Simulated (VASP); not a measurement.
# In in VASP: work function with PBE

Aim: the work function of In with PBE.

Program: VASP 6.6.1. These are calculated values, not measurements. Logs are shortened: lines on timing, memory, paths and dates and some standing lists are left out, and cuts for length are marked.

### Step 1. The cell of the first run

The cell holds a slab with vacuum, 6 atoms: a = 3.364 Å, b = 3.364 Å, c = 28.500 Å, α = 90.00°, β = 90.00°, γ = 120.00°.

The slab is cut from a database's or a generator's crystal, which needn't be the stable form of the element.

### Step 2. Work function, PBE (the (0 0 1) slab of In, cut from the database cell, not relaxed)

INCAR

```
PREC = Accurate
ENCUT = 520
EDIFF = 1E-6
ISMEAR = 0
SIGMA = 0.05
LREAL = False
LASPH = True
NELM = 100
ALGO = Normal
ISIF = 2
LWAVE = False
LCHARG = True
LDIPOL = True
IDIPOL = 3
DIPOL = 0.5 0.5 0.500
GGA = PE
LELF = True
LVHAR = True
LVACPOTAV = True
```

KPOINTS

```
regular mesh
0
Gamma
  9 9 1
```

POSCAR

```
In
1.0
    3.3638438630      0.0000000000      0.0000000000
   -1.6819219315      2.9131742397      0.0000000000
    0.0000000000      0.0000000000     28.4996354500
In
6
Direct
    0.6666666700      0.3333333400      0.2631612609
    0.0000000000      0.0000000000      0.3578967565
    0.3333333300      0.6666666600      0.4526322522
    0.0000000000      0.0000000000      0.5473677478
    0.6666666700      0.3333333400      0.6421032435
    0.0000000000      0.0000000000      0.7368387391
```

Potentials or basis: VASP PAW PBE potentials, release 64 (In_d).

The run is started by

```console
$ cat potpaw_PBE.64/In_d/POTCAR > POTCAR
$ mpirun -np 1 vasp_std > vasp.out
```

OUTCAR:

```text
PREC = Accurate
   ENCUT = 520
   EDIFF = 1E-6
   ISMEAR = 0
   LREAL = False
   LASPH = True
   NELM = 100
   ISIF = 2
   GGA = PE

 ion  position               nearest neighbor table
   1  0.667  0.333  0.263-   2 3.33   2 3.33   2 3.33
   2  0.000  0.000  0.358-   1 3.33   3 3.33   1 3.33   1 3.33   3 3.33   3 3.33
   3  0.333  0.667  0.453-   4 3.33   2 3.33   4 3.33   4 3.33   2 3.33   2 3.33
   4  0.000  0.000  0.547-   3 3.33   5 3.33   3 3.33   3 3.33   5 3.33   5 3.33
   5  0.667  0.333  0.642-   6 3.33   4 3.33   6 3.33   6 3.33   4 3.33   4 3.33
   6  0.000  0.000  0.737-   5 3.33   5 3.33   5 3.33

  LATTYP: Found a hexagonal cell.
 ALAT       =     3.3638438630
 C/A-ratio  =     8.4723419429

  Lattice vectors:

 A1 = (   3.3638438630,   0.0000000000,   0.0000000000)
 A2 = (  -1.6819219315,   2.9131742397,   0.0000000000)
 A3 = (   0.0000000000,   0.0000000000,  28.4996354500)

Analysis of symmetry for initial positions (statically):
=====================================================================
 Subroutine PRICEL returns:
 Original cell was already a primitive cell.

 Routine SETGRP: Setting up the symmetry group for a
 hexagonal supercell.

 Subroutine GETGRP returns: Found  6 space group operations
 (whereof  6 operations were pure point group operations)
 out of a pool of 24 trial point group operations.

The static configuration has the point symmetry C_3v.

Analysis of symmetry for dynamics (positions and initial velocities):
=====================================================================
 Subroutine PRICEL returns:
 Original cell was already a primitive cell.

 Routine SETGRP: Setting up the symmetry group for a
 hexagonal supercell.

 Subroutine GETGRP returns: Found  6 space group operations
 (whereof  6 operations were pure point group operations)
 out of a pool of 24 trial point group operations.

The dynamic configuration has the point symmetry C_3v.

 Subroutine INISYM returns: Found  6 space group operations
 (whereof  6 operations are pure point group operations),
 and found     1 'primitive' translations

----------------------------------------------------------------------------------------

                                     Primitive cell

  volume of cell :     279.2811

  direct lattice vectors                    reciprocal lattice vectors
     3.363843863  0.000000000  0.000000000     0.297278958  0.171634087  0.000000000
    -1.681921932  2.913174240  0.000000000     0.000000000  0.343268173  0.000000000
     0.000000000  0.000000000 28.499635450     0.000000000  0.000000000  0.035088168

  length of vectors
     3.363843863  3.363843863 28.499635450     0.343268173  0.343268173  0.035088168

  position of ions in fractional coordinates (direct lattice)
     0.666666670  0.333333340  0.263161261
     0.000000000  0.000000000  0.357896756
     0.333333330  0.666666660  0.452632252
     0.000000000  0.000000000  0.547367748
     0.666666670  0.333333340  0.642103244
     0.000000000  0.000000000  0.736838739

  ion indices of the primitive-cell ions
   primitive index   ion index
                 1           1
                 2           2
                 3           3
                 4           4
                 5           5
                 6           6

----------------------------------------------------------------------------------------

 KPOINTS: regular mesh

Automatic generation of k-mesh.
 Grid dimensions read from file:
 generate k-points for:    9    9    1

 Generating k-lattice:

  Cartesian coordinates                     Fractional coordinates (reciprocal lattice)
     0.033030995  0.019070454  0.000000000     0.111111111  0.000000000  0.000000000
     0.000000000  0.038140908  0.000000000     0.000000000  0.111111111  0.000000000
     0.000000000  0.000000000  0.035088168     0.000000000  0.000000000  1.000000000

  Length of vectors
     0.038140908  0.038140908  0.035088168

  Shift w.r.t. Gamma in fractional coordinates (k-lattice)
     0.000000000  0.000000000  0.000000000

 Subroutine IBZKPT returns following result:
 ===========================================

 Found     12 irreducible k-points:

 Following reciprocal coordinates:
            Coordinates               Weight
  0.000000  0.000000  0.000000      1.000000
  0.111111  0.000000  0.000000      6.000000
  0.222222  0.000000  0.000000      6.000000
  0.333333  0.000000  0.000000      6.000000
  0.444444  0.000000  0.000000      6.000000
  0.111111  0.111111  0.000000      6.000000
  0.222222  0.111111  0.000000     12.000000
  0.333333  0.111111  0.000000     12.000000
  0.444444  0.111111  0.000000      6.000000
  0.222222  0.222222  0.000000      6.000000
  0.333333  0.222222  0.000000     12.000000
  0.333333  0.333333  0.000000      2.000000
   k-points           NKPTS =     12   k-points in BZ     NKDIM =     12   number of bands    NBANDS=     46
   number of dos      NEDOS =    301   number of ions     NIONS =      6
   total plane-waves  NPLWV = 169344
   dimension x,y,z NGX =    28 NGY =   28 NGZ =  216
   dimension x,y,z NGXF=    56 NGYF=   56 NGZF=  432
   ions per type =               6
   NGX,Y,Z   is equivalent  to a cutoff of  13.84, 13.84, 12.60 a.u.
   NGXF,Y,Z  is equivalent  to a cutoff of  27.68, 27.68, 25.20 a.u.
 SYSTEM =  unknown system
   PREC   = accura    normal or accurate (medium, high low for compatibility)
   ISTART =      0    job   : 0-new  1-cont  2-samecut
   ICHARG =      2    charge: 1-file 2-atom 10-const
   ISPIN  =      1    spin polarized calculation?
   LNONCOLLINEAR =      F non collinear calculations
   LSORBIT =      F    spin-orbit coupling
   LASPH  =      T    aspherical Exc in radial PAW
   ENCUT  =  520.0 eV  38.22 Ry    6.18 a.u.   6.25  6.25 52.99*2*pi/ulx,y,z
   NELM   =    100;   NELMIN=  2; NELMDL= -5     # of ELM steps
   EDIFF  = 0.1E-05   stopping-criterion for ELM
   LREAL  =      F    real-space projection
   EDIFFG = 0.1E-04   stopping-criterion for IOM
   NSW    =      0    number of steps for IOM
   IBRION =     -1    ionic relax: 0-MD 1-quasi-New 2-CG
   NFREE  =      0    steps in history (QN), initial steepest desc. (CG)
   ISIF   =      2    stress and relaxation
   ISYM   =      2    0-nonsym 1-usesym 2-fastsym
   POTIM  = 0.5000    time-step for ionic-motion
   TEBEG  =    0.0;   TEEND  =   0.0 temperature during run
   PSTRESS=    0.0 pullay stress
   NELECT =      78.0000    total number of electrons
   NUPDOWN=      -1.0000    fix difference up-down
   EMIN   =  10.00;   EMAX   =-10.00  energy-range for DOS
   EFERMI =   0.00;   METHOD = LEGACY
   ISMEAR =     0;   SIGMA  =   0.05  broadening in eV -4-tet -1-fermi 0-gaus
   EFERMI_NEDOS =   21; number of points for ismear=-14 and -15
   IALGO  =     38    algorithm
   IMIX   =      4    mixing-type and parameters
     AMIX     =   0.40;   BMIX     =  1.00
     AMIX_MAG =   1.60;   BMIX_MAG =  1.00
  volume/ion in A,a.u.               =      46.55       314.11
  Fermi-wavevector in a.u.,A,eV,Ry     =   1.070104  2.022203 15.580327  1.145122
  Thomas-Fermi vector in A             =   2.205803
   LORBIT       =      0    0 simple, 1 ext, 2 COOP (PROOUT), +10 PAW based schemes
   GGA     = PE    functional components
   LHFCALC =     F    Hartree Fock is set to
   AEXX    =    0.0000 exact exchange contribution
   IVDW    =     0    specifies the selected vdW correction
   LEPSILON=     F    determine dielectric tensor
   LRPA    =     F    only Hartree local field effects (RPA)
 non-spin polarized calculation
 Gauss-broadening in eV      SIGMA  =   0.05
  energy-cutoff  :      520.00
  volume of cell :      279.28
 maximum number of plane-waves:      7581
 NGX is ok and might be reduce to    28
   NGX = 13   NGY = 13   NGZ =105

 dipolmoment           0.000000      0.000000      0.005880 electrons x Angstroem

 number of electron      77.9999974 magnetization

 dipolmoment           0.000000      0.000000     -0.001106 electrons x Angstroem

 Free energy of the ion-electron system (eV)
  ---------------------------------------------------
  ext. energy  EPLUGINS =         0.00000000
  ---------------------------------------------------
  free energy    TOTEN  =       -14.88941986 eV

  energy without entropy =      -14.87901520  energy(sigma->0) =      -14.88421753

 E-fermi :   2.4958     XC(G=0):  -6.3547

 val. band max:        2.4928381606   @ k =   0.2222   0.2222   0.0000
 cond. band min:       2.5205071672   @ k =   0.3333   0.1111   0.0000
 fundamental gap:      0.0276690066
 Fermi energy:         2.4958042039

 k-point     1 :       0.0000    0.0000    0.0000
  band No.  band energies     occupation
      1     -12.1561      2.00000
      2     -12.1321      2.00000
      3     -12.1166      2.00000
      4     -12.1023      2.00000
      5     -12.1002      2.00000
      6     -12.1002      2.00000
[... 38 lines left out ...]
     45       9.1008      0.00000
     46      10.7183      0.00000

 k-point     2 :       0.1111    0.0000    0.0000
  band No.  band energies     occupation
      1     -12.1486      2.00000
      2     -12.1275      2.00000
      3     -12.1235      2.00000
      4     -12.1036      2.00000
      5     -12.0884      2.00000
      6     -12.0872      2.00000
[... 38 lines left out ...]
     45       8.6906      0.00000
     46       9.0899      0.00000

 k-point     3 :       0.2222    0.0000    0.0000
  band No.  band energies     occupation
      1     -12.1893      2.00000
      2     -12.1608      2.00000
      3     -12.1422      2.00000
      4     -12.1159      2.00000
      5     -12.0962      2.00000
      6     -12.0878      2.00000
[... 430 lines left out ...]
     45       4.0117      0.00000
     46       4.4819      0.00000

 k-point    12 :       0.3333    0.3333    0.0000
  band No.  band energies     occupation
      1     -12.1786      2.00000
      2     -12.1678      2.00000
      3     -12.1407      2.00000
      4     -12.1330      2.00000
      5     -12.0983      2.00000
      6     -12.0959      2.00000
[... 38 lines left out ...]
     45       3.3387      0.00000
     46       3.8526      0.00000

------------------------ aborting loop because EDIFF is reached ----------------------------------------

  FORCE on cell =-STRESS in cart. coord.  units (eV):
  Direction    XX          YY          ZZ          XY          YZ          ZX
  --------------------------------------------------------------------------------------
  -------------------------------------------------------------------------------------
  Total       -0.0712488     -0.0712488      2.1370854     -0.0000000      0.0000000      0.0000000
  in kB       -0.4087396     -0.4087396     12.2600113     -0.0000000      0.0000000      0.0000000
  external PRESSURE =       3.8141774 kB  Pullay stress =       0.0000000 kB

 VOLUME and BASIS-vectors are now :
 -----------------------------------------------------------------------------
  energy-cutoff  :      520.00
  volume of cell :      279.28
      direct lattice vectors                 reciprocal lattice vectors
     3.363843863  0.000000000  0.000000000     0.297278958  0.171634087  0.000000000
    -1.681921932  2.913174240  0.000000000     0.000000000  0.343268173  0.000000000
     0.000000000  0.000000000 28.499635450     0.000000000  0.000000000  0.035088168

 POSITION                                       TOTAL-FORCE (eV/Angst)
 -----------------------------------------------------------------------------------
      1.68192      0.97106      7.50000        -0.000000     -0.000000     -0.230197
      0.00000      0.00000     10.19993        -0.000000     -0.000000      0.079373
      0.00000      1.94212     12.89985         0.000000      0.000000     -0.044576
      0.00000      0.00000     15.59978        -0.000000     -0.000000      0.079990
      1.68192      0.97106     18.29971         0.000000     -0.000000     -0.002177
      0.00000      0.00000     20.99964        -0.000000      0.000000      0.117588
 -----------------------------------------------------------------------------------
    total drift:                               -0.000000     -0.000007     -0.000040

  FREE ENERGIE OF THE ION-ELECTRON SYSTEM (eV)
  ---------------------------------------------------
  free  energy   TOTEN  =       -14.8894198586 eV

  energy  without entropy=      -14.8790151963  energy(sigma->0) =      -14.88421753

 vacuum level on the upper side and lower side of the slab         6.448         6.468
```

Run time: 3.7 min. Hardware: 1 thread of Intel Xeon 6975P-C (Granite Rapids), shared host; peak memory 0.46 GiB.

What came out:

- Free energy: -14.8894 eV
- Largest force: 0.230 eV/Å
- Band gap on the k mesh: none (metal or under the smearing width)
- Work function of the upper face: 3.95 eV
- Work function of the lower face: 3.97 eV

Forces in eV/Å, atoms in the order of the input:
```
In   0.000  0.000 -0.230
In   0.000  0.000  0.079
In   0.000  0.000 -0.045
In   0.000  0.000  0.080
In   0.000  0.000 -0.002
In   0.000  0.000  0.118
```
